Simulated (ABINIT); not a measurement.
Runs of ABINIT 10.8.3 (patched build) on AgBr. It takes space group Fm-3m (No. 225, cubic). The conventional cell has a = 5.740 Å, b = 5.740 Å, c = 5.740 Å, α = 90.00°, β = 90.00°, γ = 90.00°. Ag (site symmetry m-3m) is surrounded by 6 Br at 2.87 Å. Around Br (site symmetry m-3m) lie 6 Ag at 2.87 Å. 

| task | level | potentials or basis | spin | cutoff (eV) | fine-grid cutoff | gap on the mesh (eV) | pressure (GPa) | V0 of scaled cells (Å³/atom) | B0 (GPa) |
| --- | --- | --- | --- | --- | --- | --- | --- | --- | --- |
| equation of state | BP86+D2 | JTH PAW PBE v2.0 | off | 463 | 925.187 eV | - | - | 22.55 | 50 |
| band structure | SOGGA | JTH PAW PBE v2.0 | off | 463 | 925.187 eV | (b) | -2.5 | - | - |
| equation of state | PBEsol | JTH PAW PBE v2.0 | off | 327 | 653.073 eV | - | - | 22.88 | 54 |
| equation of state | BLYP+D3 | JTH PAW PBE v2.0 | off | 463 | 925.187 eV | - | - | 24.61 | 42 |
| band structure | AM05 | JTH PAW PBE v2.0 | SOC, no magnetisation | 463 | 925.187 eV | 0.51 | (a) | - | - |

Alike in all rows: cell as given; k mesh 8 × 8 × 8; smearing fermi-dirac 0.05 eV.

**Question.** Estimate the missing entries.

**Answer.** (a) -0.7; (b) 0.47.

Caveats: the PAW data sets were made with another functional, which shifts forces and pressure a little; pressures at fixed basis lie under the slope of the energies (some runs).

A k mesh can miss the band edges, and rows without SOC leave out spin-orbit coupling on Ag, Br.

Runs at the PBE level aren't shown here.
